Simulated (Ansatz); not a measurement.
# SiO2: the cost of one run

Computed with Ansatz 0.2.0 (DFT LDA, scalar-relativistic, plane waves, PAW, unless a step's input says otherwise).

### 1 Starting point

Symmetry: P6_422, No. 181, hexagonal system. Conventional cell: a = 5.039 Å, b = 5.039 Å, c = 5.525 Å, α = 90.00°, β = 90.00°, γ = 120.00°. Around Si (site symmetry 222) lie 4 O at 1.60 Å. O (site symmetry 2) is surrounded by 2 Si at 1.60 Å.

Coordinates:

```cif
data_structure
_symmetry_space_group_name_H-M 'P 1'
_symmetry_Int_Tables_number 1
_cell_length_a 5.0387
_cell_length_b 5.0387
_cell_length_c 5.5249
_cell_angle_alpha 90.000
_cell_angle_beta 90.000
_cell_angle_gamma 120.000
_cell_volume 121.48
loop_
_atom_site_label
_atom_site_type_symbol
_atom_site_fract_x
_atom_site_fract_y
_atom_site_fract_z
_atom_site_occupancy
Si1 Si 0.00000 0.50000 0.33333 1
Si2 Si 0.50000 0.50000 0.66667 1
Si3 Si 0.50000 0.00000 0.00000 1
O1 O 0.58439 0.79220 0.83333 1
O2 O 0.79220 0.58439 0.50000 1
O3 O 0.79220 0.20780 0.16667 1
O4 O 0.41561 0.20780 0.83333 1
O5 O 0.20780 0.41561 0.50000 1
O6 O 0.20780 0.79220 0.16667 1
```

It goes back to an entry of the Materials Project, which need not be the stable form.

It is the result of an earlier relaxation at this level (volume 13.50 Å³/atom; gap on the mesh: 5.50 eV).

### 2 The reference cell

Reference values: F = -5168.0421 eV; pressure 0.00 GPa; largest force 0.000 eV/Å; gap on the mesh 5.50 eV. It was computed beforehand with the settings of the runs below.

### 3 Setting up biaxial against axial strain

The cell is strained by p along both x and y and by q along z, with fractional coordinates fixed.

### 4 Point p = -0.030, q = -0.030

Contents of input.yaml:

```yaml
crystal:
  lattice:
    - [4.8875374386, 0.0, 0.0]
    - [-2.4437687193, 4.2327315837, 0.0]
    - [0.0, 0.0, 5.3591093439]
  atoms:
    - { symbol: Si, position: [0.0, 0.5, 0.3333333333] }
    - { symbol: Si, position: [0.5, 0.5, 0.6666666667] }
    - { symbol: Si, position: [0.5, 0.0, 0.0] }
    - { symbol: O, position: [0.5843949021, 0.7921974511, 0.8333333333] }
    - { symbol: O, position: [0.7921974511, 0.5843949021, 0.5] }
    - { symbol: O, position: [0.7921974511, 0.2078025489, 0.1666666667] }
    - { symbol: O, position: [0.4156050979, 0.2078025489, 0.8333333333] }
    - { symbol: O, position: [0.2078025489, 0.4156050979, 0.5] }
    - { symbol: O, position: [0.2078025489, 0.7921974511, 0.1666666667] }
basis:
  ecutwfc: 420
kpoints:
  mp_grid: { grid: [6, 6, 4] }
hamiltonian:
  xc: lda
scf:
  occupations: { method: gaussian, width: 0.05 }
output:
  forces: true
  stress: true
  eigenvalues: true
  write_density: true
  write_potential: true
  elf: true
  volumetric_format: npy
```

Launch:

```sh
ansatz run input.yaml --threads 2 --pin off --max-ram 5120MiB --backend cpu --events-out ev --progress --plain --runs-dir out
```

Q: Estimate wall time and peak memory on 2 threads of AMD EPYC (Zen 3), shared host.

About 13 s, with a peak of 0.36 GiB.
